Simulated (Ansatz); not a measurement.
Crystal: TiSe.

```
CELL_PARAMETERS angstrom
3.55900 0.00000 0.00000
-1.77950 3.08218 0.00000
0.00000 0.00000 6.22000
ATOMIC_POSITIONS crystal
Se 0.66667 0.33333 0.75000
Se 0.33333 0.66667 0.25000
Ti 0.00000 0.00000 0.50000
Ti 0.00000 0.00000 0.00000
```

```yaml
Program: Ansatz 0.2.0
Task: relaxation of cell and atoms
Functional: PBEsol
Dispersion: D3(BJ)
Potentials_or_basis: Ansatz PAW
Cutoff: "420 eV (not typed: the program's choice for these potentials)"
k_mesh: 9 × 9 × 5
Occupations: fermi-dirac, width 0.05 eV
Spin: no spin polarisation
```

At the start: volume 17.06 Å³/atom.

Problem. How do energy, volume and symmetry change on relaxing?

Solution. It ends after 8 steps and the volume is 15.80 Å³/atom (-7.4 %); space group P6_3/mmc (No. 194, to 0.05 Å).

Step by step:
```tsv
step	energy change (eV)	largest force (eV/Å)	volume (Å³)
1	0.0000	0.0000	68.23
2	-0.3151	0.0000	64.28
3	-0.3704	0.0000	62.75
4	-0.3790	0.0000	63.30
5	-0.3794	0.0000	63.18
6	-0.3793	0.0000	63.18
7	-0.3793	0.0000	63.19
8	-0.3793	0.0000	63.19
```

Final structure:
```
CELL_PARAMETERS angstrom
3.29951 0.00000 0.00000
-1.64976 2.85746 0.00000
0.00000 0.00000 6.70244
ATOMIC_POSITIONS crystal
Se 0.66667 0.33333 0.75000
Se 0.33333 0.66667 0.25000
Ti 0.00000 0.00000 0.50000
Ti 0.00000 0.00000 0.00000
```

Caveat: the plane-wave basis is chosen anew once the cell has moved, so the energies of steps on either side of that aren't comparable; pairwise dispersion overbinds metals, which lowers pressure and volume; the PAW data sets come from PBE, with cores solved anew for the run's functional, which leaves a small shift of forces and pressure.
